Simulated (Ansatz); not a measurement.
# C in Ansatz: single point with PBEsol

Aim: the single point of C with PBEsol.

All numbers are computed with Ansatz 0.2.0; they aren't measurements. Logs are shortened: lines on timing, memory, paths and dates and some standing lists are left out, and cuts for length are marked.

**1. The slab as given**

The cell holds a slab with vacuum, 4 atoms: a = 2.456 Å, b = 2.456 Å, c = 23.524 Å, α = 90.00°, β = 90.00°, γ = 120.00°.

**2. Single point, PBEsol**

input.yaml reads:

```yaml
crystal:
  lattice:
    - [2.4561701622, 0.0, 0.0]
    - [-1.2280850811, 2.1271057565, 0.0]
    - [0.0, 0.0, 23.52380336]
  atoms:
    - { symbol: C, position: [0.33333333, 0.66666666, 0.3188259945] }
    - { symbol: C, position: [0.66666667, 0.33333334, 0.3188259945] }
    - { symbol: C, position: [0.33333333, 0.66666666, 0.6811740055] }
    - { symbol: C, position: [0.66666667, 0.33333334, 0.6811740055] }
kpoints:
  mp_grid: { grid: [12, 12, 1] }
scf:
  occupations: { method: fermi_dirac, width: 0.05 }
hamiltonian:
  xc: pbesol
  pseudopotentials: { kind: all_electron, lapw: { basis_error: 0.002 } }
output:
  forces: true
  stress: true
  eigenvalues: true
```

Potentials or basis: all-electron LAPW, scalar-relativistic.

Run with:

```bash
ansatz run input.yaml --threads 4 --pin off --max-ram 14336MiB --backend cpu --events-out ev --progress --plain --runs-dir out
```

Log:

```text
Warning: RAYON_NUM_THREADS=4 ignored (pool sized by the plan → 4); use --threads N
LAPW: plane waves up to 11.256 Å⁻¹, error target 2.0e-3 eV per atom; small_component_spin mean_spin; C in spheres of 0.709 Å, 6 of its electrons in bands, Dirac shells [] (how accurate: hamiltonian.pseudopotentials.lapw.basis_error, Limitations)
Engine: ansatz 0.2.0, x86_64-unknown-linux-gnu
Pseudopotentials: kind: all_electron
Pseudopotential: C, LAPW, valence charge 6, lapw/all_electron/scalar/gaussian/C, Koelling and Harmon's equation, gaussian nucleus
Functional definition: PBEsol
  exchange = pbesol_x
  correlation = pbesol_c
Crystal: 4 atoms, lattice volume = 122.901 Å³
Basis set: ecut = 482.6889054091959 eV, 3019 PW (Γ), exchange–correlation at level 2
Bands: 16, of which v1, the nominal top of the filled ones, is band 12 counted from 1 (11 counted from 0)
Symmetry: 24 space group operations
Space group: P6/mmm (ITA 191), of the structure as read, at distance tolerance 5.0e-5 Å
k-points: 19 of 144
Non-local potential: C, projectors of the file, none
Initial density: superposition of atomic densities (neutral atoms: chi_scale 0, normalization atom)
Initial wavefunctions: plane waves of lowest kinetic energy (no species holds an atomic orbital)
Functional: x = pbesol(κ = 0.804, μ = 0.12345679012345678), c = pbesol(β = 0.046)
iter 1 solved again at ethr=2.23e-2 eV; its pass at ethr=1.00e-1 eV (dr2=5.35e0 eV) is discarded
SCF iter   1: F=—  HF=-4133.115472 eV  |F-HF|=—  |Δ(HF+E_count)|=         —  Δρ=6.89e-2  dr2=5.39e0  ethr=2.23e-2  ⟨swp⟩=2.8  Hψ=2078  notcnv=0
preconditioner: auto → LDOS  [metal: Δε(μ)=0.000 eV  Ē_g=16.471 eV  σ=0.050 eV  W_gap=0.00  n_scr=14 (ndim 8)  ℏωp=13.4 eV  f_vac=0.666  D(μ)=0.56/eV (n_scr^D=6)  β→1.0]
iter 2 solved again at ethr=4.69e-4 eV; its pass at ethr=2.23e-2 eV (dr2=1.12e-1 eV) is discarded
SCF iter   2: F=—  HF=-4130.459286 eV  |F-HF|=—  |Δ(HF+E_count)|=    2.66e0  Δρ=1.58e-2  dr2=1.12e-1  ethr=4.69e-4  ⟨swp⟩=3.6  Hψ=1752  notcnv=0  defer=11
SCF iter   3: F=—  HF=-4130.456917 eV  |F-HF|=—  |Δ(HF+E_count)|=         —  Δρ=1.62e-3  dr2=2.39e-3  ethr=4.65e-4  ⟨swp⟩=3.7  Hψ=1005  notcnv=0  defer=2
the basis was enlarged: its passes take 46.8 KiB over the memory plan, 4 of 4 planned eigensolver slots
SCF iter   4: F=—  HF=-4130.457028 eV  |F-HF|=—  |Δ(HF+E_count)|=   1.11e-4  Δρ=1.51e-4  dr2=1.02e-5  ethr=9.94e-6  ⟨swp⟩=3.1  Hψ=927  notcnv=0  defer=3
SCF iter   5: F=—  HF=-4130.457041 eV  |F-HF|=—  |Δ(HF+E_count)|=   1.34e-5  Δρ=1.64e-5  dr2=1.77e-7  ethr=4.24e-8  ⟨swp⟩=3.1  Hψ=874  notcnv=0
SCF iter   6: F=-4130.457042 eV  HF=-4130.457042 eV  |F-HF|=7.80e-9  |Δ(HF+E_count)|=   2.92e-7  Δρ=1.85e-6  dr2=4.20e-9  ethr=7.38e-10  ⟨swp⟩=3.3  Hψ=912  notcnv=0
SCF 1 converged in 6 iterations: F = -4130.457042 eV  dr2 = 4.20e-9
SCF converged after 6 iterations
Free energy (F): -4130.457042 eV
Harris-Foulkes:  -4130.457042 eV  (|F-HF|=7.80e-9)
Internal energy: -4130.453191 eV  (E = F + TS)
E sigma→0 (E₀):  -4130.455116 eV
Entropy (-TS):   -0.003851 eV (-0.963 meV/atom)
Fermi energy:    -1.004656 eV
--- Per-component energies (eV) ---
  E_band       = -2286.909961
  E_kinetic    = 4114.329885
  E_xc         = -570.607067
  E_electrostatic = -7674.176009  (all electrons and nuclei)
  E_smearing   = -0.003851  (= −TS)
  E_closure    = 0.000000  (closes the sum)
  E_atoms      = -4091.869433  (free atoms, spherical and without spin; not in F)
  Σ components = -4130.457042   (vs F -4130.457042, Δ=0.00e0)
  Basis errors (estimates in eV, not in F): energy 1.4e-3 per atom: plane waves 1.4e-3 (8.7e-4 summed), levels above the bands 8.9e-46, relativity 8.9e-9, radial functions 8.2e-5, core shells 0.0e0; eigenvalues (radial functions only) 3.6e-6; not estimated: angular momenta, meshes, grids; target (lapw.basis_error) 2.0e-3; muffin-tin radii C 0.709 Å
--- Forces (eV/Å), atoms counted from 1 ---
  atom   1  C      0.00000000    -0.00000000    -0.00000401
  atom   2  C     -0.00000000     0.00000000    -0.00000401
  atom   3  C      0.00000000    -0.00000000     0.00000401
  atom   4  C      0.00000000     0.00000000     0.00000401
  max |Σ_I F_I| component: 7.40e-17 eV/Å
--- Stress (GPa, compression-positive) ---
        0.388209       0.000000       0.000000
       -0.000000       0.388209       0.000000
        0.000000       0.000000      -0.003915
  P = ⅓ Tr σ = 0.2575 GPa (2.575 kbar)
--- Band table (eV; the first three rows and the last of 19) ---
  k-point 0: bands = ["-265.5229", "-265.5229", "-265.4953", "-265.4952", "-20.5840", "-20.5840", "-8.7322", "-8.7320", "-4.0156", "-4.0156", "-4.0155", "-4.0155", "2.2012", "2.5307", "3.0083", "3.8060"]
  k-point 1: bands = ["-265.5224", "-265.5224", "-265.4957", "-265.4957", "-20.4189", "-20.4189", "-8.5340", "-8.5338", "-4.6686", "-4.6685", "-4.3605", "-4.3605", "2.4258", "2.7537", "3.2358", "4.0292"]
  k-point 2: bands = ["-265.5212", "-265.5212", "-265.4969", "-265.4969", "-19.9251", "-19.9251", "-7.9443", "-7.9441", "-6.3145", "-6.3144", "-5.1665", "-5.1665", "3.0997", "3.4228", "3.9173", "4.6969"]
  k-point 18: bands = ["-265.5091", "-265.5091", "-265.5091", "-265.5091", "-13.5786", "-13.5786", "-13.5786", "-13.5786", "-11.6975", "-11.6975", "-1.0047", "-1.0047", "-1.0046", "-1.0046", "9.5060", "9.5202"]
```

Run time: 23 s. Hardware: 4 threads of Intel Xeon at 2.50GHz (Skylake/Cascade Lake), shared host; peak memory 0.64 GiB.

Results:

```
Free energy            : -4130.4570 eV
Band gap on the k mesh : none (metal or under the smearing width)
Work function          : 4.30 eV
```
